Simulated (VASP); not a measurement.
## Si23W (a cell with a defect): single point with PBEsol+U

Crystal: Si23W (a cell with a defect).

```
W Si
1.0
     0.00000    8.15550    8.15550
     5.43700    0.00000    5.43700
     5.43700    5.43700    0.00000
W Si
1 23
Cartesian
  0.0000 0.0000 0.0000
  2.7185 2.7185 0.0000
  2.7185 0.0000 2.7185
  5.4370 2.7185 2.7185
  0.0000 2.7185 2.7185
  2.7185 5.4370 2.7185
  2.7185 2.7185 5.4370
  5.4370 5.4370 5.4370
  0.0000 5.4370 5.4370
  2.7185 8.1555 5.4370
  2.7185 5.4370 8.1555
  5.4370 8.1555 8.1555
  1.3593 1.3592 1.3592
  4.0777 4.0777 1.3592
  4.0777 1.3592 4.0777
  6.7963 4.0777 4.0777
  1.3593 4.0777 4.0777
  4.0777 6.7962 4.0777
  4.0777 4.0777 6.7962
  6.7963 6.7962 6.7962
  1.3593 6.7963 6.7963
  4.0777 9.5148 6.7963
  4.0777 6.7963 9.5148
  6.7963 9.5148 9.5148
```

| Item | Value |
| --- | --- |
| Program | VASP 6.6.1 |
| Task | single point |
| Functional | PBEsol |
| Potentials or basis | VASP PAW PBE potentials, release 64 (W_sv, Si) |
| Cutoff | 350 eV |
| k mesh | 2 × 3 × 3 |
| Occupations | gaussian, width 0.03 eV |
| Spin | no spin polarisation |
| Hubbard terms | W d U = 2 eV |
| Dq | 0 |
| Further INCAR settings | LREAL = Auto; ALGO = Normal; EDIFF = 1e-05; NBANDS = 71 |

```
Pressure                                              : 1.1 GPa
Largest force                                         : 0.949 eV/Å
Band gap on the k mesh                                : none (metal or under the smearing width)
Valence electrons inside the program's atomic spheres : W 12.19; Si 1.68, 1.69, 1.74
```

Forces on the atoms (eV/Å):
```
W    0.091 -0.170 -0.170
Si   0.026 -0.003 -0.360
Si   0.026 -0.360 -0.003
Si   0.372 -0.020 -0.020
Si  -0.102  0.081  0.081
Si  -0.069  0.083  0.052
Si  -0.069  0.052  0.083
Si   0.001  0.002  0.002
Si  -0.181 -0.014 -0.014
Si   0.072  0.159 -0.078
Si   0.072 -0.078  0.159
Si   0.006  0.014  0.014
Si   0.344  0.601  0.601
Si  -0.637 -0.309  0.631
Si  -0.637  0.631 -0.309
Si  -0.026  0.023  0.023
Si   0.015 -0.005 -0.005
Si   0.066 -0.059 -0.032
Si   0.066 -0.032 -0.059
Si  -0.003 -0.034 -0.034
Si   0.545 -0.520 -0.520
Si   0.017 -0.029  0.015
Si   0.017  0.015 -0.029
Si  -0.013 -0.028 -0.028
```

Stress tensor (GPa, compression positive):
```
 1.17 -0.06 -0.06
-0.06  1.07  0.07
-0.06  0.07  1.07
```

Levels at points of the mesh, in eV from the Fermi level:
```csv
k point,band 50,band 51,band 52,band 53,band 54,band 55,band 56,band 57
"(0.00, 0.00, 0.00)",-0.43,-0.38,-0.24,-0.21,-0.17,0.85,1.03,1.04
"(0.50, 0.00, 0.00)",-0.77,-0.56,-0.46,-0.27,-0.12,0.56,0.91,0.96
```

Eigenvalues of the final occupation matrices:
| site | spin | trace | eigenvalues |
| --- | --- | --- | --- |
| site 1 d | 1 | 1.81 | 0.30 0.30 0.40 0.40 0.41 |
| site 1 d | 2 | 1.81 | 0.30 0.30 0.40 0.40 0.41 |

It took 59 s on 4 MPI ranks on Intel(R) Xeon(R) Platinum 8488C (Sapphire Rapids), with other jobs on the host, peak memory 0.43 GiB a rank.

Caveat: the PAW data sets were made with another functional, which shifts forces and pressure a little; U without spin polarisation on a metal has little footing; the U is typed as a test and isn't derived for this compound. The run has no spin-orbit coupling, so splittings on W are missing.
